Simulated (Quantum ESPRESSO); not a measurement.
# Ti (P6/mmm) in Quantum ESPRESSO: phonons with PBE

Aim: the phonons of Ti with PBE.

Everything below comes from runs of Quantum ESPRESSO 7.5. Logs are shortened: lines on timing, memory, paths and dates and some standing lists are left out, and cuts for length are marked.

## (1) The structure

The structure is hexagonal, space group P6/mmm (No. 191). The conventional cell has a = 4.567 Å, b = 4.567 Å, c = 2.826 Å, α = 90.00°, β = 90.00°, γ = 120.00°. Ti (site symmetry -6m2) has 11 Ti at 2.64 to 2.99 Å as nearest neighbours. Ti (site symmetry 6/mmm) has 14 Ti at 2.83 to 2.99 Å as nearest neighbours.

This isn't the form of Ti at room conditions, which is hcp.

## (2) Phonons, PBE

File pw.in:

```
&CONTROL
  calculation = 'scf'
  prefix = 'pwscf'
  outdir = './tmp'
  pseudo_dir = './pseudo'
  tprnfor = .true.
  tstress = .true.
  disk_io = 'low'
/
&SYSTEM
  ibrav = 0
  nat = 3
  ntyp = 1
  ecutwfc = 36
  ecutrho = 216
  nbnd = 26
  occupations = 'smearing'
  smearing = 'gaussian'
  degauss = 0.01469973
/
&ELECTRONS
  conv_thr = 6d-10
  electron_maxstep = 120
  mixing_beta = 0.5
/
ATOMIC_SPECIES
Ti    47.8670 Ti.GGA_PBE-JTH.UPF
CELL_PARAMETERS angstrom
   4.5673748306    0.0000000000    0.0000000000
  -2.2836874153    3.9554626319    0.0000000000
   0.0000000000    0.0000000000    2.8262442700
ATOMIC_POSITIONS crystal
Ti     0.6666666667    0.3333333333    0.5000000000
Ti     0.3333333333    0.6666666667    0.5000000000
Ti     0.0000000000    0.0000000000    0.0000000000
K_POINTS automatic
7 7 9 0 0 0
```

File relax.in:

```
&CONTROL
  calculation = 'vc-relax'
  prefix = 'pwscf'
  outdir = './tmp'
  pseudo_dir = './pseudo'
  tprnfor = .true.
  tstress = .true.
  disk_io = 'low'
  nstep = 40
  forc_conv_thr = 0.0001
  etot_conv_thr = 1d-06
/
&SYSTEM
  ibrav = 0
  nat = 3
  ntyp = 1
  ecutwfc = 36
  ecutrho = 216
  nbnd = 26
  occupations = 'smearing'
  smearing = 'gaussian'
  degauss = 0.01469973
/
&ELECTRONS
  conv_thr = 6d-10
  electron_maxstep = 120
  mixing_beta = 0.5
/
&IONS
  ion_dynamics = 'bfgs'
/
&CELL
  cell_dynamics = 'bfgs'
  press = 0
  press_conv_thr = 0.2
/
ATOMIC_SPECIES
Ti    47.8670 Ti.GGA_PBE-JTH.UPF
CELL_PARAMETERS angstrom
   4.5673748306    0.0000000000    0.0000000000
  -2.2836874153    3.9554626319    0.0000000000
   0.0000000000    0.0000000000    2.8262442700
ATOMIC_POSITIONS crystal
Ti     0.6666666667    0.3333333333    0.5000000000
Ti     0.3333333333    0.6666666667    0.5000000000
Ti     0.0000000000    0.0000000000    0.0000000000
K_POINTS automatic
7 7 9 0 0 0
```

File scf2.in:

```
&CONTROL
  calculation = 'scf'
  prefix = 'pwscf'
  outdir = './tmp'
  pseudo_dir = './pseudo'
  tprnfor = .true.
  tstress = .true.
  disk_io = 'low'
/
&SYSTEM
  ibrav = 0
  nat = 3
  ntyp = 1
  ecutwfc = 36
  ecutrho = 216
  nbnd = 26
  occupations = 'smearing'
  smearing = 'gaussian'
  degauss = 0.01469973
/
&ELECTRONS
  conv_thr = 1d-13
  electron_maxstep = 120
  mixing_beta = 0.5
  startingpot = 'file'
  startingwfc = 'file'
/
ATOMIC_SPECIES
Ti    47.8670 Ti.GGA_PBE-JTH.UPF
CELL_PARAMETERS angstrom
   4.5860493944    0.0000000000    0.0000000000
  -2.2930246972    3.9716352785    0.0000000000
   0.0000000000    0.0000000000    2.8366108360
ATOMIC_POSITIONS crystal
Ti     0.6666666667    0.3333333333    0.5000000000
Ti     0.3333333333    0.6666666667    0.5000000000
Ti     0.0000000000    0.0000000000    0.0000000000
K_POINTS automatic
7 7 9 0 0 0
```

File ph.in:

```
phonons of Ti
&INPUTPH
  prefix = 'pwscf'
  outdir = './tmp'
  tr2_ph = 1d-16
  fildyn = 'dyn'
  niter_ph = 60
  alpha_mix(1) = 0.4
/
0.0000000000 0.0000000000 0.0000000000
```

File dynmat.in:

```
&INPUT
  fildyn = 'dyn'
  asr = 'crystal'
  filout = 'dynmat.disp'
  fileig = 'dynmat.eig'
/
```

Potentials or basis: JTH 2.0 PBE.

Launch:

```
$ OMP_NUM_THREADS=1 pw.x -in pw.in > pw.out
$ OMP_NUM_THREADS=1 pw.x -in relax.in > relax.out
$ OMP_NUM_THREADS=1 pw.x -in scf2.in > scf2.out
$ OMP_NUM_THREADS=1 ph.x -in ph.in > ph.out
$ OMP_NUM_THREADS=1 dynmat.x -in dynmat.in > dynmat.out
```

pw.out:

```text
This program is part of the open-source Quantum ESPRESSO suite
     for quantum simulation of materials; please cite
         "P. Giannozzi et al., J. Phys.:Condens. Matter 21 395502 (2009);
         "P. Giannozzi et al., J. Phys.:Condens. Matter 29 465901 (2017);
         "P. Giannozzi et al., J. Chem. Phys. 152 154105 (2020);
     in publications or presentations arising from this work. More details at

     file Ti.GGA_PBE-JTH.UPF: wavefunction(s)  4S 3P 0P 3D 0D renormalized
     Message from routine setup:
     using ibrav=0 with symmetry is DISCOURAGED, use correct ibrav instead

     G-vector sticks info
     --------------------
     sticks:   dense  smooth     PW     G-vecs:    dense   smooth      PW
     Sum        1111     745    235                18439    10089    1757

     Using Slab Decomposition

     bravais-lattice index     =            0
     lattice parameter (alat)  =       8.6311  a.u.
     unit-cell volume          =     344.5643 (a.u.)^3
     number of atoms/cell      =            3
     number of atomic types    =            1
     number of electrons       =        36.00
     number of Kohn-Sham states=           26
     kinetic-energy cutoff     =      36.0000  Ry
     charge density cutoff     =     216.0000  Ry
     scf convergence threshold =      6.0E-10
     mixing beta               =       0.5000
     number of iterations used =            8  plain     mixing
     Exchange-correlation= SLA PW PBX PBC
                           (   1   4   3   4   0   0   0)

     celldm(1)=   8.631088  celldm(2)=   0.000000  celldm(3)=   0.000000
     celldm(4)=   0.000000  celldm(5)=   0.000000  celldm(6)=   0.000000

     crystal axes: (cart. coord. in units of alat)
               a(1) = (   1.000000   0.000000   0.000000 )
               a(2) = (  -0.500000   0.866025   0.000000 )
               a(3) = (   0.000000   0.000000   0.618790 )

     reciprocal axes: (cart. coord. in units 2 pi/alat)
               b(1) = (  1.000000  0.577350 -0.000000 )
               b(2) = (  0.000000  1.154701  0.000000 )
               b(3) = (  0.000000 -0.000000  1.616058 )

     PseudoPot. # 1 for Ti read from file:
     Ti.GGA_PBE-JTH.UPF
     Pseudo is Projector augmented-wave + core cor, Zval = 12.0
     Generated using ATOMPAW code
     Shape of augmentation charge: BESSEL
     Using radial grid of 1024 points,  6 beta functions with:
                l(1) =   0
                l(2) =   0
                l(3) =   1
                l(4) =   1
                l(5) =   2
                l(6) =   2
     Q(r) pseudized with 0 coefficients

     atomic species   valence    mass     pseudopotential
     Ti               12.00    47.86700     Ti( 1.00)

     24 Sym. Ops., with inversion, found

   Cartesian axes

     site n.     atom                  positions (alat units)
         1        Ti     tau(   1) = (   0.5000000   0.2886751   0.3093948  )
         2        Ti     tau(   2) = (  -0.0000000   0.5773503   0.3093948  )
         3        Ti     tau(   3) = (   0.0000000   0.0000000   0.0000000  )

     number of k points=    40  Gaussian smearing, width (Ry)=  0.0147
                       cart. coord. in units 2pi/alat
        k(    1) = (   0.0000000   0.0000000   0.0000000), wk =   0.0045351
        k(    2) = (   0.0000000   0.0000000   0.1795620), wk =   0.0090703
        k(    3) = (   0.0000000   0.0000000   0.3591240), wk =   0.0090703
        k(    4) = (   0.0000000   0.0000000   0.5386860), wk =   0.0090703
        k(    5) = (   0.0000000   0.0000000   0.7182480), wk =   0.0090703
        k(    6) = (   0.0000000   0.1649572   0.0000000), wk =   0.0272109
[... 32 lines left out ...]
        k(   39) = (   0.2857143   0.4948717   0.5386860), wk =   0.0544218
        k(   40) = (   0.2857143   0.4948717   0.7182480), wk =   0.0544218

     Dense  grid:    18439 G-vectors     FFT dimensions: (  45,  45,  25)

     Smooth grid:    10089 G-vectors     FFT dimensions: (  36,  36,  24)

     Check: negative core charge=   -0.000082

     Initial potential from superposition of free atoms

     starting charge      35.9883, renormalised to      36.0000
     Starting wfcs are   54 randomized atomic wfcs

     Self-consistent Calculation

     iteration #  1     ecut=    36.00 Ry     beta= 0.50
     Davidson diagonalization with overlap
     ethr =  1.00E-02,  avg # of iterations =  1.9

     total energy              =    -550.96359258 Ry
     estimated scf accuracy    <       0.63666557 Ry

     iteration #  2     ecut=    36.00 Ry     beta= 0.50
     Davidson diagonalization with overlap
     ethr =  1.77E-03,  avg # of iterations =  2.9

     total energy              =    -551.10243836 Ry
     estimated scf accuracy    <       0.01802034 Ry

     iteration #  3     ecut=    36.00 Ry     beta= 0.50
     Davidson diagonalization with overlap
     ethr =  5.01E-05,  avg # of iterations =  7.9

     total energy              =    -551.08507265 Ry
     estimated scf accuracy    <       0.40767665 Ry

     iteration #  4     ecut=    36.00 Ry     beta= 0.50
     Davidson diagonalization with overlap
     ethr =  5.01E-05,  avg # of iterations =  5.3

     total energy              =    -551.11171844 Ry
     estimated scf accuracy    <       0.00682524 Ry

     iteration #  5     ecut=    36.00 Ry     beta= 0.50
     Davidson diagonalization with overlap
     ethr =  1.90E-05,  avg # of iterations =  4.3

     total energy              =    -551.11202907 Ry
     estimated scf accuracy    <       0.00274622 Ry

     iteration #  6     ecut=    36.00 Ry     beta= 0.50
     Davidson diagonalization with overlap
     ethr =  7.63E-06,  avg # of iterations =  4.0

     total energy              =    -551.11274126 Ry
     estimated scf accuracy    <       0.00017088 Ry

     iteration #  7     ecut=    36.00 Ry     beta= 0.50
     Davidson diagonalization with overlap
     ethr =  4.75E-07,  avg # of iterations =  4.8
[... 11 lines left out ...]
     iteration #  9     ecut=    36.00 Ry     beta= 0.50
     Davidson diagonalization with overlap
     ethr =  5.31E-09,  avg # of iterations =  3.6

     total energy              =    -551.11280198 Ry
     estimated scf accuracy    <       0.00000007 Ry

     iteration # 10     ecut=    36.00 Ry     beta= 0.50
     Davidson diagonalization with overlap
     ethr =  1.87E-10,  avg # of iterations =  5.8

     total energy              =    -551.11280205 Ry
     estimated scf accuracy    <       0.00000003 Ry

     iteration # 11     ecut=    36.00 Ry     beta= 0.50
     Davidson diagonalization with overlap
     ethr =  9.06E-11,  avg # of iterations =  2.0

     total energy              =    -551.11280206 Ry
     estimated scf accuracy    <          5.3E-09 Ry

     iteration # 12     ecut=    36.00 Ry     beta= 0.50
     Davidson diagonalization with overlap
     ethr =  1.46E-11,  avg # of iterations =  4.5

     total energy              =    -551.11280206 Ry
     estimated scf accuracy    <          8.8E-10 Ry

     iteration # 13     ecut=    36.00 Ry     beta= 0.50
     Davidson diagonalization with overlap
     ethr =  2.43E-12,  avg # of iterations =  2.3

     End of self-consistent calculation

          k = 0.0000 0.0000 0.0000 (  1253 PWs)   bands (ev):

   -42.9859 -42.7404 -42.5736 -19.3169 -19.3169 -19.2296 -19.2296 -18.9303
   -18.7378 -18.6584 -18.6242 -18.6242   7.7399  11.8815  13.1408  13.1408
    13.2274  13.2274  13.8190  14.5347  15.1452  15.1452  15.6740  15.6741
    15.7642  15.7642

          k = 0.0000 0.0000 0.1796 (  1264 PWs)   bands (ev):

   -42.9777 -42.7354 -42.5673 -19.3051 -19.3051 -19.2223 -19.2223 -18.9803
   -18.7988 -18.7091 -18.6253 -18.6253   8.0203  12.0958  12.9564  12.9564
    13.0954  13.0954  14.1868  14.7738  15.0652  15.0652  15.6257  15.6258
    15.9560  15.9560

          k = 0.0000 0.0000 0.3591 (  1252 PWs)   bands (ev):

   -42.9567 -42.7228 -42.5514 -19.2746 -19.2746 -19.2037 -19.2037 -19.1043
   -18.9526 -18.8362 -18.6285 -18.6285   8.8092  12.5136  12.5136  12.5715
    12.7794  12.7794  15.0201  15.0201  15.2158  15.4388  15.4389  15.4723
    16.2954  16.2954

          k = 0.0000 0.0000 0.5387 (  1270 PWs)   bands (ev):

   -42.9326 -42.7087 -42.5332 -19.2395 -19.2387 -19.2387 -19.1825 -19.1825
   -19.1275 -18.9784 -18.6334 -18.6334   9.9604  12.0544  12.0544  12.4456
    12.4456  12.8332  15.0544  15.0544  15.1469  15.1469  16.5477  16.6057
    16.6057  16.6543

          k = 0.0000 0.0000 0.7182 (  1258 PWs)   bands (ev):

   -42.9166 -42.6996 -42.5213 -19.3222 -19.2440 -19.2143 -19.2143 -19.1686
   -19.1686 -19.0700 -18.6375 -18.6375  11.2264  11.7769  11.7769  12.2397
    12.2397  12.4166  14.9345  14.9345  15.0961  15.0961  16.7949  16.7949
    17.3630  17.3630

          k = 0.0000 0.1650 0.0000 (  1250 PWs)   bands (ev):

   -42.9829 -42.7355 -42.5817 -19.3767 -19.3578 -19.1684 -19.1499 -18.9234
   -18.7395 -18.6647 -18.6638 -18.6247   7.9784  11.8731  12.5882  12.9967
    13.0557  13.6180  14.0366  14.5629  14.9829  15.3222  15.3358  15.4093
    16.1528  16.2045

          k = 0.0000 0.1650 0.1796 (  1251 PWs)   bands (ev):

   -42.9750 -42.7303 -42.5754 -19.3620 -19.3452 -19.1651 -19.1473 -18.9741
   -18.8014 -18.7148 -18.6598 -18.6248   8.2521  12.1017  12.5771  12.8961
    12.9515  13.3676  14.2845  14.7569  14.9502  15.2003  15.3134  15.4263
    16.2953  16.3100
[... 199 lines left out ...]
   -42.9700 -42.6825 -42.6490 -19.3709 -19.3685 -19.2426 -18.9117 -18.8881
   -18.8479 -18.7305 -18.7090 -18.6040  10.0774  10.7678  10.9742  13.4231
    13.5483  13.7933  14.0318  14.1568  14.3459  15.2739  15.2997  15.7416
    16.4593  17.0113

          k = 0.2857 0.4949 0.1796 (  1251 PWs)   bands (ev):

   -42.9635 -42.6760 -42.6425 -19.3639 -19.3550 -19.2465 -18.9333 -18.9160
   -18.8456 -18.7788 -18.7593 -18.5995  10.2959  10.9783  11.1808  13.4727
    13.5296  13.6520  14.0070  14.1437  14.1837  15.0545  15.3115  15.9299
    16.4728  16.9824

          k = 0.2857 0.4949 0.3591 (  1250 PWs)   bands (ev):

   -42.9470 -42.6593 -42.6260 -19.3566 -19.3216 -19.2681 -19.0260 -18.9349
   -18.8990 -18.8766 -18.8383 -18.5881  10.8248  11.4623  11.6816  12.8455
    13.6007  13.6067  13.9451  13.9676  14.6089  14.8643  15.1436  16.4359
    16.4563  16.8427

          k = 0.2857 0.4949 0.5387 (  1255 PWs)   bands (ev):

   -42.9283 -42.6402 -42.6071 -19.3962 -19.3059 -19.2917 -19.0905 -19.0185
   -19.0014 -18.9373 -18.8386 -18.5751  11.2475  11.8265  12.1715  12.6393
    13.2689  13.3108  13.7679  14.0645  15.0048  15.2538  15.4345  16.2812
    16.8838  17.0652

          k = 0.2857 0.4949 0.7182 (  1270 PWs)   bands (ev):

   -42.9160 -42.6278 -42.5947 -19.4573 -19.3412 -19.2918 -19.1056 -19.0690
   -19.0464 -18.9598 -18.8387 -18.5665  11.2339  12.0470  12.4637  12.8025
    12.8133  12.9841  14.0845  14.4863  14.7326  15.0725  16.1145  16.2118
    17.1611  17.6410

     the Fermi energy is    13.8327 ev

!    total energy              =    -551.11280206 Ry
     total all-electron energy =      -551.112802 Ry
     estimated scf accuracy    <          5.0E-10 Ry
     smearing contrib. (-TS)   =      -0.00417466 Ry
     internal energy E=F+TS    =    -551.10862740 Ry

     The total energy is F=E-TS. E is the sum of the following terms:
     one-electron contribution =    -116.21547808 Ry
     hartree contribution      =      68.47681295 Ry
     xc contribution           =     -47.15981492 Ry
     ewald contribution        =    -256.22450949 Ry
     one-center paw contrib.   =    -199.98563785 Ry

     convergence has been achieved in  13 iterations

     Forces acting on atoms (cartesian axes, Ry/au):

     atom    1 type  1   force =    -0.00000000    0.00000000    0.00000000
     atom    2 type  1   force =     0.00000000    0.00000000    0.00000000
     atom    3 type  1   force =     0.00000000    0.00000000    0.00000000

     Total force =     0.000000     Total SCF correction =     0.000000

     Computing stress (Cartesian axis) and pressure

          total   stress  (Ry/bohr**3)                   (kbar)     P=       13.46
   0.00009239   0.00000000  -0.00000000           13.59        0.00       -0.00
   0.00000000   0.00009239   0.00000000            0.00       13.59        0.00
  -0.00000000   0.00000000   0.00008974           -0.00        0.00       13.20

=------------------------------------------------------------------------------=
   JOB DONE.
=------------------------------------------------------------------------------=
```

It took 9.5 min on 1 thread of AMD EPYC 9R45 (Zen 5), shared host; peak memory 0.12 GiB.

What came out:

| Property | Result |
| --- | --- |
| Free energy | -7498.2736 eV |
| Relaxed volume | 17.22 Å³/atom |
| Relaxed cell | a = 4.586 Å, b = 4.586 Å, c = 2.837 Å, α = 90.00°, β = 90.00°, γ = 120.00° |
| Space group after relaxing (to 0.05 Å) | P6/mmm (No. 191) |
| Pressure after relaxing | 0.0 GPa |
| Band gap on the k mesh | none (metal or under the smearing width) |
| Highest phonon frequency at Γ | 218 cm⁻¹ |

The path:
| step | energy change (eV) | largest force (eV/Å) | pressure (GPa) | volume (Å³) |
| --- | --- | --- | --- | --- |
| 1 | 0.0000 | 0.0000 | 1.35 | 51.06 |
| 2 | -0.0021 | 0.0000 | 0.54 | 51.41 |
| 3 | -0.0025 | 0.0000 | 0.04 | 51.65 |
| 4 | -0.0025 | 0.0000 | 0.00 | 51.66 |
| 5 | -0.0025 | 0.0000 | 0.00 | 51.67 |

Final structure:
```xyz
3
Lattice="4.5860 0.0000 0.0000 -2.2930 3.9716 0.0000 0.0000 0.0000 2.8366" Properties=species:S:1:pos:R:3 pbc="T T T"
Ti    2.2930    1.3239    1.4183
Ti    0.0000    2.6478    1.4183
Ti    0.0000    0.0000    0.0000
```

Levels at points of the mesh, in eV from the Fermi level:
| k point | band 14 | band 15 | band 16 | band 17 | band 18 | band 19 | band 20 | band 21 | band 22 | band 23 |
| --- | --- | --- | --- | --- | --- | --- | --- | --- | --- | --- |
| (0.00, 0.00, 0.00) | -1.92 | -0.69 | -0.69 | -0.60 | -0.60 | -0.02 | 0.69 | 1.30 | 1.30 | 1.82 |

Phonon frequencies in cm⁻¹ (negative: imaginary):
```tsv
q point	frequencies
(0.000, 0.000, 0.000)	-13 4 4 130 151 151 187 187 218
```

Optical modes at Γ, degenerate ones joined:
```tsv
cm⁻¹	components	symmetry	active in
130	1	B1g	silent
151	2	E1u	IR
187	2	E2g	Raman
217	1	A2u	IR
```

Caveat: the mesh is thin for the phonons of a metal; the cutoff is low for these files, which shifts pressure and relaxed volume.
